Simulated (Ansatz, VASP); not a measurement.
**Two plane-wave programs on SnSe**

Contents of INCAR:

```
SYSTEM = SnSe
  ALGO = Normal
  EDIFF = 1E-7
  ENCUT = 520
  GGA = PE
  ISIF = 2
  ISMEAR = -1
  LASPH = .True.
  LCHARG = .True.
  LELF = .True.
  LREAL = .False.
  LVHAR = .True.
  LWAVE = .False.
  NBANDS = 17
  NELM = 100
  PREC = Accurate
  SIGMA = 0.05
```

The input KPOINTS:

```
k-points
0
Gamma
  8 8 8
  0 0 0
```

Contents of POSCAR:

```
SnSe
1.0
    0.0000000000      3.0100000000      3.0100000000
    3.0100000000      0.0000000000      3.0100000000
    3.0100000000      3.0100000000      0.0000000000
Sn Se
1 1
Direct
   -0.0184030000      0.0023140000      0.0063990000
    0.4963780000      0.5051110000      0.5036250000
```

input.yaml

```yaml
crystal:
  lattice:
    - [0.0, 3.01, 3.01]
    - [3.01, 0.0, 3.01]
    - [3.01, 3.01, 0.0]
  atoms:
    - { symbol: Sn, position: [-0.018403, 0.002314, 0.006399] }
    - { symbol: Se, position: [0.496378, 0.505111, 0.503625] }
hamiltonian:
  xc: pbe
  pseudopotentials: { kind: paw }
kpoints:
  mp_grid: { grid: [8, 8, 8] }
scf:
  occupations: { method: fermi_dirac, width: 0.05 }
output:
  forces: true
  stress: true
  eigenvalues: true
  write_density: true
  write_potential: true
  elf: true
  volumetric_format: npy
```

Change from the starting cell: atoms moved at random, drawn with an rms of 0.05 Å.

Alike in both runs: task single point; functional PBE; k mesh 8 × 8 × 8; occupations fermi-dirac, width 0.05 eV; no spin polarisation.

```csv
,VASP,Ansatz
version,VASP 6.6.1,Ansatz 0.2.0
potentials or method,"VASP PAW PBE potentials, release 64 (Sn_d, Se)",Ansatz PAW
plane-wave cutoff (eV),520,420
valence electrons in the cell,20,30
```

VASP gave:

```
gap on the k mesh at the Fermi level (eV) : 0.57
least direct gap on the mesh (eV)         : 0.57
pressure (GPa)                            : 1.0
rms of the force components (eV/Å)        : 0.006
```

Problem. What did Ansatz give for the same quantities?

Solution. gap on the k mesh at the Fermi level (eV): 0.57; least direct gap on the mesh (eV): 0.57; pressure (GPa): 1.0; rms of the force components (eV/Å): 0.005.

Atom by atom the forces differ by 0.001 eV/Å (rms over components). The two sets of potentials don't hold the same shells in valence.

Caveats: spin-orbit coupling is left out, which moves the levels of the heavy elements. A k mesh can miss the band edges.
